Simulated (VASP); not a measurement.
# GaAs (F-43m) in VASP: notebook

One crystal, GaAs, is run at these levels: PBEsol, PBE+ULG; tasks: single point, relaxation of cell and atoms.

Everything below comes from runs of VASP 6.6.1. Logs are shortened: lines on timing, memory, paths and dates and some standing lists are left out, and cuts for length are marked.

**Experimental background.**

From “Evidence of valence band perturbations in GaAsN/GaAs(001): A combined variable-angle spectroscopic ellipsometry and modulated photoreflectance investigation”, 2008, arxiv:0805.2212, for a bulk crystal of GaAs at 300 K: band gap 1.418 ± 0.005 eV (direct); band gap 1.412 ± 0.01 eV (direct).

The results are compared with them further down.

## 1. The crystal as given

It takes space group F-43m (No. 216, cubic). The conventional cell has a = 5.654 Å, b = 5.654 Å, c = 5.654 Å, α = 90.00°, β = 90.00°, γ = 90.00°. Around As (site symmetry -43m) lie 4 Ga at 2.45 Å. Ga (site symmetry -43m) has 4 As at 2.45 Å as nearest neighbours.

## 2. Single point, PBEsol

INCAR

```
SYSTEM = GaAs
ALGO = Fast
EDIFF = 1E-6
ENCUT = 520
GGA = PS
ISIF = 2
ISMEAR = 0
LASPH = .TRUE.
LCHARG = .TRUE.
LELF = .TRUE.
LREAL = .FALSE.
LVHAR = .TRUE.
LWAVE = .FALSE.
NBANDS = 16
NELM = 80
PREC = Accurate
SIGMA = 0.05
```

KPOINTS

```
k-points
0
G
  8 8 8
  0 0 0
```

POSCAR

```
GaAs
1.0
    0.0000000000      2.8268500000      2.8268500000
    2.8268500000      0.0000000000      2.8268500000
    2.8268500000      2.8268500000      0.0000000000
As Ga
1 1
Cartesian
    4.2402750000      4.2402750000      4.2402750000
    0.0000000000      0.0000000000      0.0000000000
```

Potentials or basis: VASP PAW PBE potentials, release 64 (As, Ga_d).

Run with:

```console
cat potpaw_PBE.64/As/POTCAR potpaw_PBE.64/Ga_d/POTCAR > POTCAR
mpirun -np 1 vasp_std > vasp.out
```

OUTCAR:

```text
SYSTEM = GaAs
   EDIFF = 1E-6
   ENCUT = 520
   GGA = PS
   ISIF = 2
   ISMEAR = 0
   LASPH = .TRUE.
   LREAL = .FALSE.
   NELM = 80
   PREC = Accurate

 ion  position               nearest neighbor table
   1  0.750  0.750  0.750-   2 2.45   2 2.45   2 2.45   2 2.45
   2  0.000  0.000  0.000-   1 2.45   1 2.45   1 2.45   1 2.45

  LATTYP: Found a face centered cubic cell.
 ALAT       =     5.6537000000

  Lattice vectors:

 A1 = (   0.0000000000,   2.8268500000,   2.8268500000)
 A2 = (   2.8268500000,   0.0000000000,   2.8268500000)
 A3 = (   2.8268500000,   2.8268500000,   0.0000000000)

Analysis of symmetry for initial positions (statically):
=====================================================================
 Subroutine PRICEL returns:
 Original cell was already a primitive cell.

 Routine SETGRP: Setting up the symmetry group for a
 face centered cubic supercell.

 Subroutine GETGRP returns: Found 24 space group operations
 (whereof 24 operations were pure point group operations)
 out of a pool of 48 trial point group operations.

The static configuration has the point symmetry T_d .

Analysis of symmetry for dynamics (positions and initial velocities):
=====================================================================
 Subroutine PRICEL returns:
 Original cell was already a primitive cell.

 Routine SETGRP: Setting up the symmetry group for a
 face centered cubic supercell.

 Subroutine GETGRP returns: Found 24 space group operations
 (whereof 24 operations were pure point group operations)
 out of a pool of 48 trial point group operations.

The dynamic configuration has the point symmetry T_d .

 Subroutine INISYM returns: Found 24 space group operations
 (whereof 24 operations are pure point group operations),
 and found     1 'primitive' translations

----------------------------------------------------------------------------------------

                                     Primitive cell

  volume of cell :      45.1792

  direct lattice vectors                    reciprocal lattice vectors
     0.000000000  2.826850000  2.826850000    -0.176875321  0.176875321  0.176875321
     2.826850000  0.000000000  2.826850000     0.176875321 -0.176875321  0.176875321
     2.826850000  2.826850000  0.000000000     0.176875321  0.176875321 -0.176875321

  length of vectors
     3.997769609  3.997769609  3.997769609     0.306357042  0.306357042  0.306357042

  position of ions in fractional coordinates (direct lattice)
     0.750000000  0.750000000  0.750000000
     0.000000000  0.000000000  0.000000000

  ion indices of the primitive-cell ions
   primitive index   ion index
                 1           1
                 2           2

----------------------------------------------------------------------------------------

 KPOINTS: k-points

Automatic generation of k-mesh.
 Grid dimensions read from file:
 generate k-points for:    8    8    8

 Generating k-lattice:

  Cartesian coordinates                     Fractional coordinates (reciprocal lattice)
    -0.022109415  0.022109415  0.022109415     0.125000000  0.000000000  0.000000000
     0.022109415 -0.022109415  0.022109415     0.000000000  0.125000000  0.000000000
     0.022109415  0.022109415 -0.022109415     0.000000000  0.000000000  0.125000000

  Length of vectors
     0.038294630  0.038294630  0.038294630

  Shift w.r.t. Gamma in fractional coordinates (k-lattice)
     0.000000000  0.000000000  0.000000000

 Subroutine IBZKPT returns following result:
 ===========================================

 Found     29 irreducible k-points:

 Following reciprocal coordinates:
            Coordinates               Weight
  0.000000  0.000000  0.000000      1.000000
  0.125000  0.000000  0.000000      8.000000
  0.250000  0.000000  0.000000      8.000000
  0.375000  0.000000  0.000000      8.000000
  0.500000  0.000000  0.000000      4.000000
  0.125000  0.125000  0.000000      6.000000
[... 21 lines left out ...]
 -0.375000  0.500000  0.125000     12.000000
 -0.250000  0.500000  0.250000      6.000000
[... 44 lines left out ...]

 val. band max:        3.8059311430   @ k =   0.0000   0.0000   0.0000
 cond. band min:       4.2614081044   @ k =   0.0000   0.0000   0.0000
 fundamental gap:      0.4554769614
 Fermi energy:         4.0328482358

 k-point     1 :       0.0000    0.0000    0.0000
  band No.  band energies     occupation
      1     -10.9697      2.00000
      2     -10.9697      2.00000
      3     -10.9697      2.00000
      4     -10.8897      2.00000
      5     -10.8897      2.00000
      6      -8.9466      2.00000
[... 8 lines left out ...]
     15      13.9142      0.00000
     16      13.9142      0.00000

 k-point     2 :       0.1250    0.0000    0.0000
  band No.  band energies     occupation
      1     -10.9836      2.00000
      2     -10.9661      2.00000
      3     -10.9661      2.00000
      4     -10.8898      2.00000
      5     -10.8898      2.00000
      6      -8.7629      2.00000
[... 8 lines left out ...]
     15      13.0195      0.00000
     16      13.0195      0.00000

 k-point     3 :       0.2500    0.0000    0.0000
  band No.  band energies     occupation
      1     -11.0139      2.00000
      2     -10.9583      2.00000
      3     -10.9583      2.00000
      4     -10.8894      2.00000
      5     -10.8894      2.00000
      6      -8.2498      2.00000
[... 8 lines left out ...]
     15      12.7719      0.00000
     16      12.7719      0.00000

 k-point     4 :       0.3750    0.0000    0.0000
  band No.  band energies     occupation
      1     -11.0408      2.00000
      2     -10.9521      2.00000
      3     -10.9521      2.00000
      4     -10.8873      2.00000
      5     -10.8873      2.00000
      6      -7.5615      2.00000
[... 8 lines left out ...]
     15      13.9430      0.00000
     16      13.9430      0.00000
[... 419 lines left out ...]
 k-point    27 :      -0.2500    0.3750    0.1250
  band No.  band energies     occupation
      1     -11.0634      2.00000
      2     -10.9418      2.00000
      3     -10.9309      2.00000
      4     -10.8977      2.00000
      5     -10.8867      2.00000
      6      -6.6705      2.00000
[... 8 lines left out ...]
     15      14.1719      0.00000
     16      17.7646      0.00000

 k-point    28 :      -0.3750    0.5000    0.1250
  band No.  band energies     occupation
      1     -11.0769      2.00000
      2     -10.9289      2.00000
      3     -10.9234      2.00000
      4     -10.9083      2.00000
      5     -10.8802      2.00000
      6      -6.3946      2.00000
[... 8 lines left out ...]
     15      16.0160      0.00000
     16      17.0827      0.00000

 k-point    29 :      -0.2500    0.5000    0.2500
  band No.  band energies     occupation
      1     -11.0700      2.00000
      2     -10.9385      2.00000
      3     -10.9248      2.00000
      4     -10.9009      2.00000
      5     -10.8856      2.00000
      6      -6.3644      2.00000
[... 8 lines left out ...]
     15      15.9710      0.00000
     16      17.0310      0.00000

------------------------ aborting loop because EDIFF is reached ----------------------------------------

  FORCE on cell =-STRESS in cart. coord.  units (eV):
  Direction    XX          YY          ZZ          XY          YZ          ZX
  --------------------------------------------------------------------------------------
  -------------------------------------------------------------------------------------
  Total        0.0619689      0.0619689      0.0619689      0.0000000      0.0000000      0.0000000
  in kB        2.1975864      2.1975864      2.1975864      0.0000000      0.0000000      0.0000000
  external PRESSURE =       2.1975864 kB  Pullay stress =       0.0000000 kB

 VOLUME and BASIS-vectors are now :
 -----------------------------------------------------------------------------
  energy-cutoff  :      520.00
  volume of cell :       45.18
      direct lattice vectors                 reciprocal lattice vectors
     0.000000000  2.826850000  2.826850000    -0.176875321  0.176875321  0.176875321
     2.826850000  0.000000000  2.826850000     0.176875321 -0.176875321  0.176875321
     2.826850000  2.826850000  0.000000000     0.176875321  0.176875321 -0.176875321

 POSITION                                       TOTAL-FORCE (eV/Angst)
 -----------------------------------------------------------------------------------
      4.24027      4.24027      4.24027        -0.000000     -0.000000     -0.000000
      0.00000      0.00000      0.00000         0.000000      0.000000      0.000000
 -----------------------------------------------------------------------------------
    total drift:                                0.000000      0.000000     -0.000000

  FREE ENERGIE OF THE ION-ELECTRON SYSTEM (eV)
  ---------------------------------------------------
  free  energy   TOTEN  =        -9.0872599843 eV

  energy  without entropy=       -9.0872599843  energy(sigma->0) =       -9.08725998
```

Wall time 15 s (1 thread of Intel Xeon Platinum 8559C (Emerald Rapids), shared host); peak memory 0.17 GiB.

What came out:

```
Free energy            : -9.0873 eV
Pressure               : 0.2 GPa
Band gap on the k mesh : 0.46 eV, direct
```

Levels at points of the mesh, in eV from the valence-band top:
```csv
k point,band 5,band 6,band 7,band 8,band 9,band 10,band 11,band 12,band 13,band 14
"(0.00, 0.00, 0.00)",-14.70,-12.75,0.00,0.00,0.00,0.46,3.69,3.69,3.69,7.39
"(0.50, 0.00, 0.00)",-14.69,-10.97,-6.68,-1.15,-1.15,0.93,4.58,4.58,7.58,10.28
"(0.50, 0.50, 0.00)",-14.68,-10.23,-6.85,-2.70,-2.70,1.35,1.57,10.13,10.13,10.88
```

Caveat: the PAW data sets were made with another functional, which shifts forces and pressure a little.

## 3. Single point, PBEsol

run.py

```python
from ase.calculators.vasp import Vasp
from ase.dft.bandgap import bandgap
from ase.io import read

atoms = read('GaAs.cif')
calc = Vasp(
    directory='calc',
    xc='pbesol',
    pp='PBE',
    setups='materialsproject',
    prec='Accurate',
    encut=520,
    ediff=1e-06,
    ismear=0,
    sigma=0.05,
    lreal=False,
    lasph=True,
    nelm=60,
    algo='Normal',
    isif=2,
    lwave=False,
    lcharg=True,
    lelf=True,
    lvhar=True,
    kpts=[8, 8, 8],
    gamma=True,
    nbands=16,
)
atoms.calc = calc

print('energy (eV):', atoms.get_potential_energy())
print('free energy (eV):', atoms.get_potential_energy(force_consistent=True))
print('forces (eV/A):')
print(atoms.get_forces())
print('stress (eV/A^3, Voigt):', atoms.get_stress())
print('Fermi level (eV):', calc.get_fermi_level())
gap, top, bottom = bandgap(calc)
print('band gap (eV):', gap, 'from (spin, k, band)', top, 'to', bottom)
```

GaAs.cif

```cif
data_GaAs
_cell_length_a 3.99776961
_cell_length_b 3.99776961
_cell_length_c 3.99776961
_cell_angle_alpha 60.00000000
_cell_angle_beta 60.00000000
_cell_angle_gamma 60.00000000
_space_group_name_H-M_alt 'P1'
_space_group_name_Hall 'P 1'
_space_group_IT_number 1
loop_
_space_group_symop_operation_xyz
'x,y,z'
loop_
_atom_site_label
_atom_site_type_symbol
_atom_site_symmetry_multiplicity
_atom_site_Wyckoff_symbol
_atom_site_fract_x
_atom_site_fract_y
_atom_site_fract_z
_atom_site_occupancy
As1 As 1 a 0.7500000000 0.7500000000 0.7500000000 1
Ga1 Ga 1 a 0.0000000000 0.0000000000 0.0000000000 1
```

Potentials or basis: VASP PAW PBE potentials, release 64 (As, Ga_d).

Run with:

```console
python run.py
```

It took 18 s on 1 thread of Intel Xeon Platinum 8559C (Emerald Rapids), shared host; peak memory 0.17 GiB.

It converged, with:

| Property | Result |
| --- | --- |
| Free energy | -9.0873 eV |
| Pressure | 0.3 GPa |
| Band gap on the k mesh | 0.46 eV, direct |

Levels at points of the mesh, in eV from the valence-band top:
```
           k point  band 7  band 8  band 9  band 10  band 11  band 12
(0.00, 0.00, 0.00)    0.00    0.00    0.00     0.46     3.69     3.69
(0.50, 0.00, 0.00)   -6.68   -1.15   -1.15     0.93     4.58     4.58
(0.50, 0.50, 0.00)   -6.85   -2.70   -2.70     1.35     1.57    10.13
```

Caveat: the PAW data sets were made with another functional, which shifts forces and pressure a little.

## 4. Relaxation of cell and atoms, PBE+ULG

run.py

```python
from ase.calculators.vasp import Vasp
from ase.io import read

atoms = read('GaAs.cif', primitive_cell=True, subtrans_included=False)
calc = Vasp(
    directory='calc',
    xc='pbe',
    pp='PBE',
    setups='recommended',
    prec='Accurate',
    encut=600,
    ediff=1e-06,
    ismear=0,
    sigma=0.05,
    lreal=False,
    lasph=True,
    nelm=80,
    algo='Normal',
    isif=3,
    lwave=False,
    lcharg=False,
    ivdw=3,
    ibrion=2,
    nsw=40,
    ediffg=-0.02,
    kpts=[8, 8, 8],
    gamma=True,
)
atoms.calc = calc

print('energy (eV):', atoms.get_potential_energy())
print('free energy (eV):', atoms.get_potential_energy(force_consistent=True))
print('forces (eV/A):')
print(atoms.get_forces())
print('stress (eV/A^3, Voigt):', atoms.get_stress())
print('Fermi level (eV):', calc.get_fermi_level())
print('cell (A, degrees):', atoms.cell.cellpar())
print('volume (A^3):', atoms.get_volume())
print('scaled positions:')
print(atoms.get_scaled_positions())
```

GaAs.cif

```cif
data_GaAs
_cell_length_a 5.65370000
_cell_length_b 5.65370000
_cell_length_c 5.65370000
_cell_angle_alpha 90.00000000
_cell_angle_beta 90.00000000
_cell_angle_gamma 90.00000000
_space_group_name_H-M_alt 'F-43m'
_space_group_name_Hall 'F -4 2 3'
_space_group_IT_number 216
loop_
_space_group_symop_operation_xyz
'x,y,z'
'y,-x,-z'
'-x,-y,z'
'-y,x,-z'
'x,-y,-z'
'y,x,z'
'-x,y,-z'
'-y,-x,z'
'z,x,y'
'-z,y,-x'
'z,-x,-y'
'-z,-y,x'
'-z,x,-y'
'z,y,x'
'-z,-x,y'
'z,-y,-x'
'y,z,x'
'-x,-z,y'
'-y,z,-x'
'x,-z,-y'
'-y,-z,x'
'x,z,y'
'y,-z,-x'
'-x,z,-y'
'x,y+1/2,z+1/2'
'y,-x+1/2,-z+1/2'
'-x,-y+1/2,z+1/2'
'-y,x+1/2,-z+1/2'
'x,-y+1/2,-z+1/2'
'y,x+1/2,z+1/2'
'-x,y+1/2,-z+1/2'
'-y,-x+1/2,z+1/2'
'z,x+1/2,y+1/2'
'-z,y+1/2,-x+1/2'
'z,-x+1/2,-y+1/2'
'-z,-y+1/2,x+1/2'
'-z,x+1/2,-y+1/2'
'z,y+1/2,x+1/2'
'-z,-x+1/2,y+1/2'
'z,-y+1/2,-x+1/2'
'y,z+1/2,x+1/2'
'-x,-z+1/2,y+1/2'
'-y,z+1/2,-x+1/2'
'x,-z+1/2,-y+1/2'
'-y,-z+1/2,x+1/2'
'x,z+1/2,y+1/2'
'y,-z+1/2,-x+1/2'
'-x,z+1/2,-y+1/2'
'x+1/2,y,z+1/2'
'y+1/2,-x,-z+1/2'
'-x+1/2,-y,z+1/2'
'-y+1/2,x,-z+1/2'
'x+1/2,-y,-z+1/2'
'y+1/2,x,z+1/2'
'-x+1/2,y,-z+1/2'
'-y+1/2,-x,z+1/2'
'z+1/2,x,y+1/2'
'-z+1/2,y,-x+1/2'
'z+1/2,-x,-y+1/2'
'-z+1/2,-y,x+1/2'
'-z+1/2,x,-y+1/2'
'z+1/2,y,x+1/2'
'-z+1/2,-x,y+1/2'
'z+1/2,-y,-x+1/2'
'y+1/2,z,x+1/2'
'-x+1/2,-z,y+1/2'
'-y+1/2,z,-x+1/2'
'x+1/2,-z,-y+1/2'
'-y+1/2,-z,x+1/2'
'x+1/2,z,y+1/2'
'y+1/2,-z,-x+1/2'
'-x+1/2,z,-y+1/2'
'x+1/2,y+1/2,z'
'y+1/2,-x+1/2,-z'
'-x+1/2,-y+1/2,z'
'-y+1/2,x+1/2,-z'
'x+1/2,-y+1/2,-z'
'y+1/2,x+1/2,z'
'-x+1/2,y+1/2,-z'
'-y+1/2,-x+1/2,z'
'z+1/2,x+1/2,y'
'-z+1/2,y+1/2,-x'
'z+1/2,-x+1/2,-y'
'-z+1/2,-y+1/2,x'
'-z+1/2,x+1/2,-y'
'z+1/2,y+1/2,x'
'-z+1/2,-x+1/2,y'
'z+1/2,-y+1/2,-x'
'y+1/2,z+1/2,x'
'-x+1/2,-z+1/2,y'
'-y+1/2,z+1/2,-x'
'x+1/2,-z+1/2,-y'
'-y+1/2,-z+1/2,x'
'x+1/2,z+1/2,y'
'y+1/2,-z+1/2,-x'
'-x+1/2,z+1/2,-y'
loop_
_atom_site_label
_atom_site_type_symbol
_atom_site_symmetry_multiplicity
_atom_site_Wyckoff_symbol
_atom_site_fract_x
_atom_site_fract_y
_atom_site_fract_z
_atom_site_occupancy
As1 As 4 c 0.2500000000 0.2500000000 0.2500000000 1
Ga1 Ga 4 a 0.0000000000 0.0000000000 0.0000000000 1
```

Run with:

```console
python run.py
```

Wall time 26 s (1 thread of Intel Xeon Platinum 8559C (Emerald Rapids), shared host); peak memory 0.2 GiB.

Results (log left out):

```yaml
Free_energy: -8.8282 eV
Relaxed_volume: 22.98 Å³/atom
Relaxed_cell: a = 4.021 Å, b = 4.021 Å, c = 4.021 Å, α = 60.00°, β = 60.00°, γ = 60.00°
Space_group_after_relaxing_to_0.05_Å: F-43m (No. 216)
Energy_gained_by_relaxing: 1.4 meV/atom
Ionic_steps: 3
Pressure_after_relaxing: 0.0 GPa
Band_gap_on_the_k_mesh: 0.39 eV, direct
Dispersion_energy_per_atom: -0.284 eV
```

Step by step:
```tsv
step	energy change (eV)	largest force (eV/Å)	pressure (GPa)	volume (Å³)
1	0.0000	0.0000	1.16	45.18
2	-0.0023	0.0000	-0.37	46.25
3	-0.0028	0.0000	0.03	45.95
```

Final structure:
```yaml
crystal:
  lattice:
    - [0.00000, 2.84293, 2.84293]
    - [2.84293, 0.00000, 2.84293]
    - [2.84293, 2.84293, 0.00000]
  atoms:
    - { symbol: As, position: [0.25000, 0.25000, 0.25000] }
    - { symbol: Ga, position: [0.00000, 0.00000, 0.00000] }
```

Levels at points of the mesh, in eV from the valence-band top:
| k point | band 7 | band 8 | band 9 | band 10 | band 11 | band 12 |
| --- | --- | --- | --- | --- | --- | --- |
| (0.00, 0.00, 0.00) | 0.00 | 0.00 | 0.00 | 0.39 | 3.72 | 3.72 |
| (0.50, 0.00, 0.00) | -6.55 | -1.12 | -1.12 | 0.95 | 4.63 | 4.63 |
| (0.50, 0.50, 0.00) | -6.74 | -2.62 | -2.62 | 1.50 | 1.66 | 10.03 |

Zero-point motion and thermal expansion aren't in these numbers.

## 5. Against experiment

Step 2. Against the measured gap of GaAs, 1.418 eV (direct; 300 K; “Evidence of valence band perturbations in GaAsN/GaAs(001): A combined variable-angle spectroscopic ellipsometry and modulated photoreflectance investigation”, 2008, arxiv:0805.2212), the calculated 0.46 eV is off by -0.96 eV. 3 values of this kind are on record (1.412 to 1.51 eV); this one was drawn at random among those near their median, those with a stated uncertainty first. Spin-orbit coupling on As, Ga is left out. The value is that of PBEsol on a finite k mesh, which can miss the band edges, without temperature or zero-point motion. Semilocal functionals fall short of measured gaps as a rule.

Step 3. Measured gap of GaAs: 1.412 eV (direct; 300 K; “Evidence of valence band perturbations in GaAsN/GaAs(001): A combined variable-angle spectroscopic ellipsometry and modulated photoreflectance investigation”, 2008, arxiv:0805.2212). This calculation gives 0.46 eV (-0.96 eV). 3 values of this kind are on record (1.412 to 1.51 eV); this one was drawn at random among those near their median, those with a stated uncertainty first. Spin-orbit coupling on As, Ga is left out. The value is that of PBEsol on a finite k mesh, which can miss the band edges, without temperature or zero-point motion. Semilocal functionals fall short of measured gaps as a rule.
